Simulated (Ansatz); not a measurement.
Computed with DFT, PBE, plane waves (420 eV) with PAW, scalar-relativistic in Ansatz 0.2.0.

An element in the dhcp structure gives this curve. The cell is scaled uniformly from the relaxed one, with fractional coordinates and shape fixed. Energies are extrapolated to zero smearing, pressures are those at the given smearing. Magnetic state: spin not included.

| V (Å³/atom) | E − E₀ (meV/atom) | P (GPa) |
| --- | --- | --- |
| 15.824 | 151.4 | 25.94 |
| 16.544 | 60.9 | 14.90 |
| 17.263 | 13.9 | 6.47 |
| 17.982 | 0.0 | 0.06 |
| 18.701 | 11.2 | -4.78 |
| 19.421 | 41.2 | -8.40 |
| 20.140 | 85.2 | -11.11 |

(1) Which element is it?
A. gallium
B. tantalum
C. gold
D. arsenic

Results:

(1) C. Its fit is V₀ = 17.99 Å³/atom, B₀ = 138 GPa, B₀′ = 6.0.
